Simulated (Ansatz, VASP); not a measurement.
## Two plane-wave programs on TiS2 (db)

```
Ti S
1.0
     3.41200    0.00000    0.00000
    -1.70600    2.95488    0.00000
     0.00000    0.00000    5.69500
Ti S
1 2
Direct
  0.00000 0.00000 0.00000
  0.33333 0.66667 0.24818
  0.66667 0.33333 0.75182
```

Alike in both runs: functional PBE; dispersion D3(BJ); k mesh 15 × 15 × 8; occupations gaussian, width 0.1 eV; no spin polarisation.

Ansatz relaxed the structure, and its values are those at the end. VASP's run is a single point on that final structure, the one shown.

|  | VASP | Ansatz |
| --- | --- | --- |
| version | VASP 6.6.1 | Ansatz 0.2.0 |
| potentials or method | VASP PAW PBE potentials, release 64 (Ti_sv, S) | scalar-relativistic, plane waves, PAW |
| plane-wave cutoff (eV) | 520 | 420 |
| valence electrons in the cell | 24 | 24 |

|  | VASP | Ansatz | Ansatz less VASP |
| --- | --- | --- | --- |
| gap on the k mesh at the Fermi level (eV) | none | none | - |
| pressure (GPa) | -2.3 | -2.3 | +0.05 |

A gap of «none» marks a metal or a gap that the smearing closes. The functional is the same, so the differences come from potentials, cutoffs and numerics. Ansatz warned: «stress_scf_threshold_loose».
